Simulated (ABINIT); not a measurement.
Ir:

```
Ir
1.0
     0.00000    1.91560    1.91560
     1.91560    0.00000    1.91560
     1.91560    1.91560    0.00000
Ir
1
Direct
  0.00000 0.00000 0.00000
```

Program: ABINIT 10.8.3 (patched build). Alike in all runs: cell as given; cutoff (eV) 463; smearing fermi-dirac 0.05 eV. Hardware: 1 thread of Arm Neoverse V2, with other jobs on the host.

Task: Order these runs on this cell by their wall time, lowest first.
A. task band structure; level PW91; potentials or basis JTH PAW PBE v2.0; spin SOC, no magnetisation; k mesh 12 × 12 × 12; mesh quality not flagged
B. task band structure; level rPW86PBE; potentials or basis JTH PAW PBE v2.0; spin off; k mesh 12 × 12 × 12; mesh quality not flagged
C. task single point; level LDA; potentials or basis JTH PAW LDA v2.0; spin off; k mesh 10 × 10 × 10; mesh quality not flagged
D. task single point; level LDA; potentials or basis JTH PAW LDA v2.0; spin off; k mesh 5 × 5 × 5; mesh quality coarse

Result: D (1.7 s), C (4.7 s), B (16 s), A (68 s).

Caveats: some runs use coarse meshes.
